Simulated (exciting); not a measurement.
Set up this calculation in exciting (release sodium), as the native input.

```
Task                                     : single point
Functional                               : PBEsol
Potentials or basis                      : all-electron LAPW+lo, shipped species files, valence relativity iora*
rgkmax                                   : 9
k mesh                                   : 12 × 13 × 11
Occupations                              : fermi-dirac, width 0.05 eV
Spin                                     : no spin polarisation
gmaxvr (cutoff of density and potential) : 14 1/bohr
lmaxapw (and lmaxmat)                    : 10
lmaxvr                                   : 8
nempty                                   : 12
Valence relativity                       : iora*
epsengy                                  : 1e-05 Ha
epspot                                   : 1e-05 Ha
maxscl                                   : 60
Muffin-tin radii                         : Ir 2.3 bohr
```

Crystal: Ir.

```
Ir
1.0
     0.06447    1.83736    1.75605
     1.94181    0.07743    1.74308
     2.17282    2.05540   -0.15358
Ir
1
Direct
  0.00000 0.00000 0.00000
```

This isn't the form of Ir at room conditions, which is fcc.

One way to write it, as run:

input.xml

```xml
<input>
  <title>Ir</title>
  <structure speciespath="./" tshift="false">
    <crystal scale="1">
      <basevect>0.121829263755 3.472099142109 3.318451406861</basevect>
      <basevect>3.669495019800 0.146330923563 3.293949765950</basevect>
      <basevect>4.106043921076 3.884146402474 -0.290217996610</basevect>
    </crystal>
    <species speciesfile="Ir.xml" rmt="2.3">
      <atom coord="0.000000000000 0.000000000000 0.000000000000"/>
    </species>
  </structure>
  <groundstate do="fromscratch" ngridk="12 13 11" rgkmax="9" gmaxvr="14" lmaxapw="10" lmaxmat="10" lmaxvr="8" xctype="GGA_PBE_SOL" stype="Fermi Dirac" swidth="0.00183747" nempty="12" ValenceRelativity="iora*" epsengy="1e-05" epspot="1e-05" maxscl="60" tforce="true" outputlevel="normal"/>
</input>
```

Potentials or basis: all-electron LAPW+lo, shipped species files, valence relativity iora*.

Run with:

```bash
$ OMP_NUM_THREADS=1 exciting_smp
```

Results of the run:

```json
{"Band gap on the k mesh": "none (metal or under the smearing width)", "All electrons inside the program's atomic spheres": "Ir 74.79 (radii Ir 2.3 bohr)"}
```

Caveat: the log's total energy holds no entropy term; the free energy is that total less TS from the occupations.

Wall time 4.4 min on 1 thread of Arm Neoverse V2 (shared host), peak memory 0.1 GiB.
